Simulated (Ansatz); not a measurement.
**Bands of CdSe**

```xyz
2
Lattice="0.0000 2.8740 2.8740 2.8740 0.0000 2.8740 2.8740 2.8740 0.0000" Properties=species:S:1:pos:R:3 pbc="T T T"
Cd    0.0000    0.0000    0.0000
Se    2.8740    2.8740    2.8740
```

Atom numbers follow the list: Cd1, Se2.

Conventional cell: a = 5.748 Å, b = 5.748 Å, c = 5.748 Å, α = 90.00°, β = 90.00°, γ = 90.00°. Around Cd (atom 1) lie 6 Se at 2.87 Å. Around Se (atom 2) lie 6 Cd at 2.87 Å.

The cell is the one relaxed in the Materials Project (mp-1055), not relaxed further here; entries there can be hypothetical.

Theory: DFT, PBEsol, all-electron LAPW, Dirac equation with spin-orbit coupling (Ansatz 0.2.0).

Numerical set-up: a Γ-centred 11×11×11 k mesh, Fermi–Dirac smearing of 0.05 eV, basis error target 0.5 meV/atom, no spin polarisation.

Points in fractions of the reciprocal vectors of this cell: Γ (0, 0, 0), X (0.5, 0, 0.5), U (0.625, 0.25, 0.625), K (0.375, 0.375, 0.75), L (0.5, 0.5, 0.5), W (0.5, 0.25, 0.75). The path joins them by straight lines in the order Γ–X–U–K–Γ–L–W–X; legs that retrace an earlier one aren't tabulated. Energies are in eV from the Fermi level.

Q: List the levels at K between -20 and 8 eV.

A: -12.10 (×2), -8.34 (×2), -8.09 (×2), -7.71 (×2), -7.52 (×2), -7.28 (×2), -3.71 (×2), -3.61 (×2), -1.47 (×2), 1.35 (×2), 6.07 (×2), 7.96 (×2).

Q: List the levels at L between -20 and 8 eV.

A: -12.06 (×2), -8.43 (×2), -8.38 (×2), -7.87 (×2), -7.60 (×4), -5.02 (×2), -0.22 (×2), 0.01 (×2), 2.82 (×2), 4.99 (×2), 5.25 (×2), 5.81 (×2).

Q: List the levels at W between -20 and 8 eV.

A: -12.08 (×2), -8.35 (×2), -8.09 (×2), -7.70 (×2), -7.55 (×2), -7.21 (×2), -3.31 (×2), -3.18 (×2), -3.08 (×2), 2.80 (×2), 5.66 (×2), 7.18 (×2), 7.28 (×2).

Q: What is the band gap?

A: none: bands cross the Fermi level, a metal.
